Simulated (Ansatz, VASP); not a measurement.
Two plane-wave programs on Ge

```xyz
1
Lattice="1.3971 -2.6005 0.0000 1.3971 2.6005 0.0000 0.0000 0.0000 2.6982" Properties=species:S:1:pos:R:3 pbc="T T T"
Ge    1.3971    0.0000    0.0000
```

This isn't the form of Ge at room conditions, which is diamond.

Alike in both runs: task single point; functional r2SCAN; k mesh 8 × 8 × 6; occupations gaussian, width 0.1 eV; no spin polarisation.

```csv
,VASP,Ansatz
version,VASP 6.6.1,Ansatz 0.2.0
potentials or method,"VASP PAW PBE potentials, release 64 (Ge_d)","scalar-relativistic, plane waves, PAW"
plane-wave cutoff (eV),520,500
valence electrons in the cell,14,14
```

|  | VASP | Ansatz | Ansatz less VASP |
| --- | --- | --- | --- |
| gap on the k mesh at the Fermi level (eV) | none | none | - |
| pressure (GPa) | -4.3 | -4.2 | +0.12 |
| largest component of the traceless stress (GPa) | 6.24 | 6.25 | +0.010 |

A gap of «none» marks a metal or a gap that the smearing closes.

Caveats: the k mesh is coarse (spacing up to 0.39 Å⁻¹), so the values aren't converged; the PAW data sets were made with another functional, which shifts forces and pressure a little (VASP).
